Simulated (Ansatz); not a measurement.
Planning a run of Ansatz 0.2.0 on GaP (F-43m). The input:

```yaml
crystal:
  lattice:
    - [0.0, 2.72525, 2.72525]
    - [2.72525, 0.0, 2.72525]
    - [2.72525, 2.72525, 0.0]
  atoms:
    - { symbol: Ga, position: [0.0, 0.0, 0.0] }
    - { symbol: P, position: [0.25, 0.25, 0.25] }
kpoints:
  mp_grid: { grid: [6, 6, 6] }
hamiltonian:
  xc: { exchange: pbe, correlation: pbe, exx: { coeff: 0.75 } }
  pseudopotentials: { kind: paw, azcp: { folder: soft_1 } }
scf:
  occupations: { method: fixed }
gw:
  n_empty_bands: 168
  ecut_chi: 150.0
  qp_bands: [v2, c2]
  qp_kpoints: band_edges
  screening: { model: contour_deformation }
```

```sh
ansatz run input.yaml --threads 3 --pin off --max-ram 92160MiB --backend cuda --events-out ev --progress --plain --runs-dir out --devices 1 --max-vram 13GiB
```

**Question.** Estimate wall time and host memory on 1 × NVIDIA H100 80GB HBM3 (shared by 6 runs) with 3 threads of AMD EPYC 7R13 (Zen 3), shared host.

It took 31 s; on shared hardware allow 16 s to 62 s. Peak host memory was 1.4 GiB. The sizes that set the cost: 749 plane waves a state, 16 irreducible k points, 177 bands summed, 169 plane waves in the screening and 18 SCF cycles.

The screening grows as filled bands × empty bands × pairs of k points, times the square of the screening basis for the matrix.

[Paths, hosts, dates, memory and timing lines, banners, echoed tables and standing remarks are left out of the program output.]

[Logs are printed without paths, hosts, clocks, repeated set-up lines and the standing remarks that a program may print on its own settings, such as how far it seeks lower states.]

[Runs of the session that timed out or met a known fault of the program may be left out.]

[Cells called generated may have been cut or substituted from an entry of the Crystallography Open Database or the Materials Project.]

[Hosts, paths, dates, database ids (printed as entryN), source tags and the programs' standing remarks are cut or masked in the printed files.]
